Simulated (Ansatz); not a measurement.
A 4-atom cell of KI (P6_3/mmc) from a materials database, relaxed with r2SCAN in the plane-wave code Ansatz. Space group P6_3/mmc (No. 194), hexagonal; a = 4.899 Å, c = 8.591 Å in the conventional setting, 44.65 Å³ an atom. K is surrounded by 6 I at 3.55 Å; I is surrounded by 6 K at 3.55 Å.

The axes x, y and z are those of this cell:
```yaml
crystal:
  lattice:
    - [2.44984, -4.24281, 0.00000]
    - [2.44984, 4.24281, 0.00000]
    - [0.00000, 0.00000, 8.59082]
  atoms:
    - { symbol: K, position: [0.50000, 0.50000, 0.50000] }
    - { symbol: K, position: [0.50000, 0.50000, 0.00000] }
    - { symbol: I, position: [0.83340, 0.16660, 0.25000] }
    - { symbol: I, position: [0.16660, 0.83340, 0.75000] }
```

Unstrained: With PBE the gap is 3.858 eV and direct, at Γ. The r2SCAN gap is direct at Γ: 4.496 eV. With HSE06 the gap is 4.850 eV and direct, at Γ. Meshes: PBE 6×6×4, r2SCAN 6×6×4, HSE06 6×6×2. Strains are changes of length per length. After each strain the atoms were relaxed again with r2SCAN within the symmetry that the strain leaves, so tilts or polar shifts that break it weren't tested; points keep the names that they have in the unstrained zone. The values are computed, spin-unpolarised, and not measurements.

(1) Estimate what biaxial +0.88 % in x and y, z held does to the gap.

## Answers

(1) PBE: the gap goes from 3.858 to 3.834 eV (-0.024 eV). r2SCAN: the gap goes from 4.496 to 4.471 eV (-0.025 eV). HSE06: the gap goes from 4.850 to 4.825 eV (-0.025 eV). The r2SCAN energy rises by 0.5 meV an atom.

Spin-orbit coupling is left out, which matters wherever the heavy atoms make up the band edges.

The meshes of the hybrids are coarse, so their gaps aren't converged to the digits shown.
